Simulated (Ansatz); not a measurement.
# InGaP2: the cost of one run

Method: DFT PBE, scalar-relativistic, plane waves, PAW, in Ansatz 0.2.0.

**1. The system as given**

The structure is hexagonal, space group P6/mmm (No. 191). Conventional cell: a = 4.044 Å, b = 4.044 Å, c = 5.999 Å, α = 90.00°, β = 90.00°, γ = 120.00°. In (site symmetry 6/mmm) is surrounded by 2 P at 1.63 Å. Ga (site symmetry 6/mmm) is surrounded by 2 P at 1.37 Å. P (site symmetry 6mm) is surrounded by 1 Ga at 1.37 Å and 1 In at 1.63 Å.

As a file:

```cif
data_structure
_symmetry_space_group_name_H-M 'P 1'
_symmetry_Int_Tables_number 1
_cell_length_a 4.0444
_cell_length_b 4.0444
_cell_length_c 5.9988
_cell_angle_alpha 90.000
_cell_angle_beta 90.000
_cell_angle_gamma 120.000
_cell_volume 84.98
loop_
_atom_site_label
_atom_site_type_symbol
_atom_site_fract_x
_atom_site_fract_y
_atom_site_fract_z
_atom_site_occupancy
In1 In 0.00000 0.00000 0.00000 1
Ga1 Ga 0.00000 0.00000 0.50000 1
P1 P 0.00000 0.00000 0.72826 1
P2 P 0.00000 0.00000 0.27174 1
```

Recipe of the guess: random cell by space group and Wyckoff sites (P6/mmm, No. 191). Its size is a rough estimate.

**2. The guess as it stands, on a coarse mesh**

The input, input.yaml:

```yaml
crystal:
  lattice:
    - [4.04443967, 0.0, 0.0]
    - [-2.02221984, 3.5025875, 0.0]
    - [0.0, 0.0, 5.99879598]
  atoms:
    - { symbol: In, position: [0.0, 0.0, 0.0] }
    - { symbol: Ga, position: [0.0, 0.0, 0.5] }
    - { symbol: P, position: [0.0, 0.0, 0.72825943] }
    - { symbol: P, position: [0.0, 0.0, 0.27174057] }
basis:
  ecutwfc: 420
kpoints:
  mp_grid: { grid: [6, 6, 4] }
hamiltonian:
  xc: pbe
scf:
  occupations: { method: gaussian, width: 0.1 }
  lower_state_search: "off"
output:
  forces: true
  stress: true
  eigenvalues: true
```

The run is started by

```
> ansatz run input.yaml --threads 1 --pin off --max-ram 2560MiB --backend cpu --events-out ev --progress --plain --runs-dir out
```

**Question.** How long does this run take on 1 thread of Intel Xeon Platinum 8488C (Sapphire Rapids), shared host, and how much memory does it need?

About 2.9 s, with a peak of 0.44 GiB.
